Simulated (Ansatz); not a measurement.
## Property card for CdS

Method: DFT PBE, scalar-relativistic, plane waves, PAW (Ansatz 0.2.0).

Cutoff 420 eV; k points 6×6×8 on the computed 6-atom cell (Γ-centred); Gaussian smearing, width 0.02 eV; no spin polarisation.

The structure is relaxed at this level of theory with its symmetry kept, and needn't be the ground state of this composition.

Space group P3_221 (No. 154), trigonal, a = 6.604 Å, c = 4.002 Å. Around Cd lie 4 S at 2.56–2.60 Å; S is surrounded by 4 Cd at 2.56–2.60 Å.

| Item | Value |
| --- | --- |
| Volume per atom | 25.19 Å³ |
| Formation energy from the elements' standard states (uncorrected) | -0.582 eV/atom |
| Kohn–Sham band gap | 0.97 eV, indirect from (0.000, 0.000, -0.036) to Γ |
| Orbital (Löwdin) character of the top 1 eV of the valence band | S 3p 91 % |
| Orbital (Löwdin) character of the lowest 1 eV of the conduction band | Cd 5s 54 %, S 3p 23 %, S 3s 20 % |
| Electron masses at the edge by direction of the standard setting (m_e; one valley, along these axes only; no spin-orbit coupling) | x: 0.10; y: 0.10; z: 0.12 |
| Hole masses at the edge by direction of the standard setting (m_e; one valley, along these axes only; no spin-orbit coupling) | x: 0.40, 0.91; y: 0.40, 0.91; z: 1.8, 1.4 |
| Bader charge by site (e) | Cd (3 in the cell) 0.86, S (3 in the cell) -0.86 |

The cell was found from a structure generator's guess, not taken from experiment. Kohn–Sham gaps at this level usually fall short of measured ones. Löwdin shares on free-atom orbitals overweight diffuse shells in the empty bands.
